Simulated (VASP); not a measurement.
# How uniaxial stress along [001] changes AlN (F-43m), part 2 of 2

Wanted: the response of AlN to uniaxial stress along [001], as a table, with a fit that predicts a row left out.

VASP 6.6.1, plane waves and PAW; the level of theory is named at each step.

So far: Set-up; Relax the crystal, LDA; Strain across the axis, LDA; Band edges, TB-mBJ with spin-orbit coupling; Band edges, r2SCAN with spin-orbit coupling.

## Step 5: Band edges, r2SCAN with spin-orbit coupling (continued)

Level of this step: r2SCAN, spin-orbit coupling; plane waves and PAW (Al, N); cell typed or built by script (VASP).

OUTCAR, selected parts (step 5):

```text
  Total        0.3323601      0.3323601     -0.2179809      0.0000000      0.0000000     -0.0000000
  in kB       25.7941949     25.7941949    -16.9173183      0.0000000      0.0000000     -0.0000000
  external PRESSURE =      11.5570238 kB  Pullay stress =       0.0000000 kB

 POSITION                                       TOTAL-FORCE (eV/Angst)
 -----------------------------------------------------------------------------------
      0.00000      0.00000      0.00000         0.000000      0.000000     -0.000000
      1.07901      1.07901      1.10821        -0.000000     -0.000000      0.000000
 -----------------------------------------------------------------------------------
    total drift:                               -0.001060     -0.001060     -0.002457

  FREE ENERGIE OF THE ION-ELECTRON SYSTEM (eV)
  ---------------------------------------------------
  free  energy   TOTEN  =       -58.0117502075 eV

  energy  without entropy=      -58.0117502075  energy(sigma->0) =      -58.01175021

[... 2 parts as in an earlier step ...]

[... 1 further part left out ...]
[key lines of the parts left out:]
E-fermi :   5.9810
```

This run gave:

- energy(sigma→0) of the program: -58.0118 eV
- stress, compression positive: xx, yy, zz 2.58, 2.58, -1.69 GPa

The run ends at a pressure of 1.16 GPa.

## Step 6: The whole series

Runs beyond LDA use the data sets made with LDA; this shifts their levels slightly, and their total energies have another zero (at TB-mBJ, which has no energy functional, they mean nothing).

The other members went through these steps as far as the tables show, with the same cutoff and, step by step, the same mesh; 41 runs are not shown. The session took 7.4 core hours (wall time by ranks) on a shared machine.

| strain along the axis (%) | strain across the axis (%) | stress along the axis, tension positive (GPa) | energy above the unstrained row (meV/atom) | gap on the mesh, LDA (eV) |
| --- | --- | --- | --- | --- |
| -2.000 | 0.740 | -3.339 | 2.285 | 3.076 |
| -1.500 | 0.551 | -2.560 | 1.307 | 3.113 |
| -1.000 | 0.365 | -1.744 | 0.597 | 3.151 |
| -0.500 | 0.182 | -0.892 | 0.157 | 3.190 |
| 0 | 0.000 | -0.010 | 0.000 | 3.230 |
| 0.500 | -0.175 | 0.923 | 0.123 | 3.209 |
| 1.000 | -0.349 | 1.884 | 0.555 | 3.188 |
| 1.500 | -0.520 | 2.882 | 1.292 | 3.166 |
| 2.000 | -0.687 | 3.913 | 2.349 | 3.143 |

Slopes at zero strain, from cubics through all rows: strain ratio -0.357, stress over strain 181 GPa.

Band edges at TB-mBJ with spin-orbit coupling, counted from the valence-band top at Γ, spin-orbit pairs averaged, with one row partly withheld:

| strain along the axis (%) | gap (eV) | conduction band at Γ (eV) | Δ or X valley along z (eV) | Δ or X valley along x (eV) | lowest conduction level at L, [111] (eV) | lowest conduction level at L, [-111] (eV) | second valence level below the top (eV) | third valence level below the top (eV) |
| --- | --- | --- | --- | --- | --- | --- | --- | --- |
| -2.000 | 4.686 | 5.431 | 4.686 | 4.805 | 8.640 | 8.640 | 0.112 | 0.125 |
| -1.500 | 4.721 | 5.440 | 4.721 | 4.811 | 8.659 | 8.659 | 0.084 | 0.096 |
| -1.000 | 4.758 | 5.448 | 4.758 | 4.818 | 8.675 | 8.675 | 0.055 | 0.068 |
| -0.500 | 4.794 | 5.455 | 4.794 | 4.824 | 8.686 | 8.686 | 0.026 | 0.040 |
| 0 | 4.829 | 5.459 | 4.829 | 4.829 | 8.691 | 8.691 | 0.000 | 0.018 |
| 0.500 | 4.807 | 5.435 | 4.837 | 4.807 | 8.666 | 8.666 | 0.009 | 0.039 |
| 1.000 | 4.785 | 5.410 | ? | 4.785 | 8.636 | 8.636 | 0.011 | 0.069 |
| 1.500 | 4.763 | 5.385 | 4.854 | 4.763 | 8.602 | 8.602 | 0.011 | 0.100 |
| 2.000 | 4.742 | 5.358 | 4.863 | 4.742 | 8.564 | 8.564 | 0.011 | 0.132 |

Conduction masses, in electron masses:

| strain along the axis (%) | conduction mass at Γ, along the strain axis or the normal of the plane | conduction mass at Γ, across the strain axis or in the plane |
| --- | --- | --- |
| -2.000 | 0.333 | 0.336 |
| -1.500 | 0.327 | 0.331 |
| -1.000 | 0.332 | 0.333 |
| -0.500 | 0.332 | 0.333 |
| 0 | 0.331 | 0.331 |
| 0.500 | 0.331 | 0.333 |
| 1.000 | 0.334 | 0.333 |
| 1.500 | 0.331 | 0.328 |
| 2.000 | 0.332 | 0.332 |

Band edges at r2SCAN with spin-orbit coupling, counted from the valence-band top at Γ, spin-orbit pairs averaged:

| strain along the axis (%) | gap (eV) | conduction band at Γ (eV) | Δ or X valley along z (eV) | Δ or X valley along x (eV) | lowest conduction level at L, [111] (eV) | lowest conduction level at L, [-111] (eV) | second valence level below the top (eV) | third valence level below the top (eV) |
| --- | --- | --- | --- | --- | --- | --- | --- | --- |
| -2.000 | 3.792 | 5.007 | 3.792 | 3.921 | 8.287 | 8.287 | 0.107 | 0.120 |
| -1.500 | 3.828 | 5.014 | 3.828 | 3.925 | 8.307 | 8.306 | 0.080 | 0.093 |
| -1.000 | 3.865 | 5.020 | 3.865 | 3.931 | 8.322 | 8.322 | 0.052 | 0.066 |
| -0.500 | 3.903 | 5.026 | 3.903 | 3.936 | 8.334 | 8.334 | 0.025 | 0.040 |
| 0 | 3.939 | 5.028 | 3.939 | 3.939 | 8.338 | 8.338 | 0.000 | 0.019 |
| 0.500 | 3.917 | 5.004 | 3.950 | 3.917 | 8.311 | 8.311 | 0.010 | 0.039 |
| 1.000 | 3.896 | 4.979 | 3.961 | 3.896 | 8.280 | 8.280 | 0.011 | 0.067 |
| 1.500 | 3.875 | 4.954 | 3.973 | 3.875 | 8.245 | 8.245 | 0.012 | 0.097 |
| 2.000 | 3.854 | 4.927 | 3.985 | 3.854 | 8.204 | 8.204 | 0.012 | 0.128 |

Conduction masses, in electron masses:

| strain along the axis (%) | conduction mass at Γ, along the strain axis or the normal of the plane | conduction mass at Γ, across the strain axis or in the plane |
| --- | --- | --- |
| -2.000 | 0.303 | 0.305 |
| -1.500 | 0.301 | 0.304 |
| -1.000 | 0.304 | 0.306 |
| -0.500 | 0.303 | 0.303 |
| 0 | 0.304 | 0.304 |
| 0.500 | 0.303 | 0.301 |
| 1.000 | 0.300 | 0.299 |
| 1.500 | 0.303 | 0.300 |
| 2.000 | 0.304 | 0.301 |

## Step 7: Fit and prediction

The quantity to fit is the splitting of the Δ or X valleys (z less x) at TB-mBJ with spin-orbit coupling: -0.119, -0.090, -0.060, -0.030, 0.000, 0.030, 0.091, 0.121 eV in the rows shown.

Fitting a parabola to the 8 known rows (d: strain along the axis less the strain across it, in %) gives E = 2.94e-4 d² + 0.04431 d − 7.06e-6 in eV; the residuals are 2.8e-5 eV r.m.s.

For the withheld row, d = 1.349, the fit gives 0.0603 eV.

## Step 8: The withheld row

The calculation gives 0.0604 eV, so the prediction is 0.0001 eV too low.

The splitting is Ξu times d, with d as a fraction, so the linear term gives Ξu = 4.4 eV.

## Step 9: What came out

```json
{
  "Poisson ratio": "0.357",
  "Young's modulus along the axis": "181 GPa",
  "gap of the unstrained cell, TB-mBJ with spin-orbit coupling": "4.83 eV",
  "gap of the unstrained cell, r2SCAN with spin-orbit coupling": "3.94 eV",
  "shear deformation potential Ξu of the Δ or X valleys": "4.4 eV",
  "error of the predicted row": "-0.1 meV"
}
```

**Reading.** As a check, the curvature of the energy gives 180 GPa for the same modulus (energy per volume = E/2 × strain²), 1 % from the slope of the stress. At TB-mBJ with spin-orbit coupling the lowest conduction valley is Δ or X throughout, and the gap runs between 4.69 and 4.83 eV. At r2SCAN with spin-orbit coupling the lowest conduction valley is Δ or X throughout, and the gap runs between 3.79 and 3.94 eV. Hole masses are left out throughout, since the top bands are degenerate or cross in many series; of conduction masses, those of the Γ, L and (for Si and Ge under (001) strain) Δ valleys are kept where they change by under an eighth between rows. TB-mBJ is a potential fitted for gaps; it has no energy functional, so its total energies and forces mean nothing, and its bands tend to come out too narrow. r2SCAN opens gaps somewhat over GGA but leaves them below measured values as a rule. Δ or X levels are the lowest on their line, refined by a parabola unless they lie at X; the gap is read from all points sampled and can differ from the lowest valley by some meV, or by tens of meV where strain moves the valence top off Γ. Temperature, zero-point motion and excitons are left out.

[Lines on the potential files, build, host, timing and source positions are cut from VASP's logs without a mark.]

[Logs are printed without paths, hosts, clocks, repeated set-up lines and the standing remarks that a program may print on its own settings, such as how far it seeks lower states.]

[Hosts, paths, dates, database ids (printed as entryN), source tags and the programs' standing remarks are cut or masked in the printed files.]

[In band tables of VASP the shares of atoms and orbitals are scaled to a sum of 1 inside the atoms' spheres.]
